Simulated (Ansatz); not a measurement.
CoPt (CuAu type, space group P4/mmm)

```xyz
2
Lattice="2.6763 0.0000 0.0000 0.0000 2.6763 0.0000 0.0000 0.0000 3.7275" Properties=species:S:1:pos:R:3 pbc="T T T"
Co     1.3382     1.3382     1.8638
Pt     0.0000     0.0000     0.0000
```

The volume is varied about the relaxed value V₀ at fixed cell shape. Symmetry pins the atoms to their sites.

Level of theory: r2SCAN (plane waves to 500 eV, PAW, scalar-relativistic; Ansatz, a first-principles code). k mesh 17×17×13 (Γ-centred), Fermi-Dirac smearing 0.05 eV. E stands for the smeared free energy. Compression counts positive. With the shape held, the modulus is that of even scaling; a crystal free to change shape is softer. CoPt was relaxed with its symmetry unable to fall. Relaxed CoPt ends ferromagnetic. Spin-orbit coupling is left out, though Pt is heavy. Other magnetic orders were not checked, so this need not be the ground state. The zero of ΔE is the relaxed starting cell. The last digit holds for this mesh only.

```tsv
V (Å³/atom)	ΔE (meV/atom)
12.549	39.4
12.749	21.5
12.949	9.2
13.149	2.2
13.350	0.0
13.550	2.1
13.750	8.1
13.950	17.7
14.151	withheld
```

Q: Fit a third-order Birch-Murnaghan form (E₀, V₀, B₀, B₀′ free) to the given rows and predict ΔE at V = 14.151.

A: Least squares on the 8 given rows: ΔE = E₀ + (9V₀B₀/16)·y²·[2 + (B₀′ − 4)y], y = (V₀/V)^(2/3) − 1, with V₀ = 13.350 Å³/atom, B₀ = 230.8 GPa (160.2 GPa = 1 eV/Å³; the term in eV is multiplied by 1000), B₀′ = 5.35, E₀ = -0.02 meV/atom; root-mean-square residual 0.03 meV/atom. At 14.151 the fit gives 30.6 meV/atom; the calculation gives 30.6 meV/atom, the same to the digits shown. For the pressure the fit gives -11.5 GPa against the computed -11.5 GPa.

(Under strain, the slope of the energy per volume gives the stress and its curvature an elastic modulus.)
